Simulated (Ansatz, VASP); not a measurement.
# CsI in VASP and in Ansatz

```
CELL_PARAMETERS angstrom
4.56670 0.00000 0.00000
0.00000 4.56670 0.00000
0.00000 0.00000 4.56670
ATOMIC_POSITIONS crystal
Cs 0.00000 0.00000 0.00000
I 0.50000 0.50000 0.50000
```

Alike in both runs: task single point; functional PBE; k mesh 4 × 4 × 4; occupations gaussian, width 0.1 eV; no spin polarisation.

|  | VASP | Ansatz |
| --- | --- | --- |
| version | VASP 6.6.1 | Ansatz 0.2.0 |
| potentials or method | VASP PAW PBE potentials, release 64 (Cs_sv, I) | scalar-relativistic, plane waves, PAW |
| plane-wave cutoff (eV) | 520 | 420 |
| valence electrons in the cell | 16 | 26 |

|  | VASP | Ansatz | Ansatz less VASP |
| --- | --- | --- | --- |
| gap on the k mesh at the Fermi level (eV) | 3.87 | 3.89 | +0.014 |
| least direct gap on the mesh (eV) | 3.96 | 3.97 | +0.010 |
| pressure (GPa) | 0.8 | 0.8 | -0.04 |

The two sets of potentials don't hold the same shells in valence.

Caveats: spin-orbit coupling is left out, which moves the levels of the heavy elements. A k mesh can miss the band edges.
